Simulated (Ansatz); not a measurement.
An input for Ansatz 0.2.0 (In):

input.yaml

```yaml
crystal:
  lattice:
    - [-1.88252524, 1.88252524, 1.88252524]
    - [1.88252524, -1.88252524, 1.88252524]
    - [1.88252524, 1.88252524, -1.88252524]
  atoms:
    - { symbol: In, position: [0.0, 0.0, 0.0] }
kpoints:
  mp_grid: { grid: [8, 8, 8] }
scf:
  occupations: { method: gaussian, width: 0.05 }
  mixing: { preconditioner: local_kerker }
hamiltonian:
  xc: { exchange: slater, correlation: vwn5 }
  pseudopotentials: { kind: all_electron, lapw: { basis_error: 0.0005 } }
magnetization:
  noncollinear: true
  spin_orbit: true
output:
  forces: true
  stress: true
  eigenvalues: true
  elf: true
  volumetric_format: npy
```

Potentials or basis: all-electron LAPW, relativistic spinors.

Command:

```bash
$ ansatz run input.yaml --threads 1 --pin off --max-ram 2560MiB --backend cpu --events-out ev --progress --plain --runs-dir out
```

**Question.** Does this run start?

**Answer.** The run stopped without a result. It printed:

Output:

```text
Error: hamiltonian.pseudopotentials.kind: all_electron, on LAPW, beside a feature not built for it (output.elf: true) — this kind: all_electron run is on LAPW (the input types lapw, or this build lists no dataset of some species for it), which doesn't serve the settings named, or a reason given rules them out; change or remove each, or, where each species has a listed dataset, leave lapw and dirac_shells out and run without spin–orbit coupling, or set another kind (and leave the keys of all_electron out)
```
